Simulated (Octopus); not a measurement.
C:

```xyz
2
Lattice="2.1273 -1.2283 0.0000 2.1273 1.2283 0.0000 -1.3791 0.0000 3.5028" Properties=species:S:1:pos:R:3 pbc="T T T"
C    -0.6699    0.0000    3.5025
C     3.5455    0.0000    0.0003
```

This is a stacking variant of graphite.

| Property | Result |
| --- | --- |
| Program | Octopus 16.4 |
| Task | single point |
| Functional | PBE |
| Potentials or basis | pseudodojo_pbe (PseudoDojo 0.5, PBE) |
| Grid spacing | 0.129 × 0.129 × 0.130 Å |
| k mesh | 13 × 13 × 8 |
| Occupations | fermi-dirac, width 0.05 eV |
| Spin | no spin polarisation |

On this cell: largest force 0.005 eV/Å; band gap on the k mesh 0.93 eV, indirect (least direct gap 0.94 eV).

The same run follows on a disturbed copy (atoms moved at random, drawn with an rms of 0.05 Å):

```
C
1.0
     2.12732   -1.22828    0.00000
     2.12732    1.22828    0.00000
    -1.37907    0.00000    3.50283
C
2
Cartesian
  -0.6644 0.0420 3.5101
  3.5618 0.0039 0.0229
```

Question: What does the disturbed cell give?

Answer: The energy moves by +22.1 meV/atom; largest force 2.147 eV/Å; band gap on the k mesh 0.51 eV, direct.

Forces on the atoms (eV/Å):
```
C    0.519 -2.068  0.252
C   -0.519  2.068 -0.252
```

Caveats: an odd mesh through Γ misses points on the zone boundary, where band edges often lie.
